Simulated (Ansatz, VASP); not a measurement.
# One calculation of BeTe, two programs

```
CELL_PARAMETERS angstrom
0.00000 2.77000 2.77000
2.77000 0.00000 2.77000
2.77000 2.77000 0.00000
ATOMIC_POSITIONS crystal
Te 0.75000 0.75000 0.75000
Be 0.00000 0.00000 0.00000
```

Alike in both runs: task band structure; functional PBE; k mesh 8 × 8 × 8; occupations fermi-dirac, width 0.05 eV; no spin polarisation.

```csv
,VASP,Ansatz
version,VASP 6.6.1,Ansatz 0.2.0
potentials or method,"VASP PAW PBE potentials, release 54 (Te, Be)",Ansatz PAW
plane-wave cutoff (eV),500,420
valence electrons in the cell,8,18
```

```tsv
	VASP	Ansatz	Ansatz less VASP
gap on the k mesh at the Fermi level (eV)	1.85	1.86	+0.016
least direct gap on the mesh (eV)	3.56	3.59	+0.022
gap along the band path (eV)	1.85	1.86	+0.016
pressure (GPa)	4.5	4.3	-0.18
```

The two sets of potentials don't hold the same shells in valence.

Caveats: spin-orbit coupling is left out, which moves the levels of the heavy elements. As with any semilocal functional, this PBE gap is likely too small.
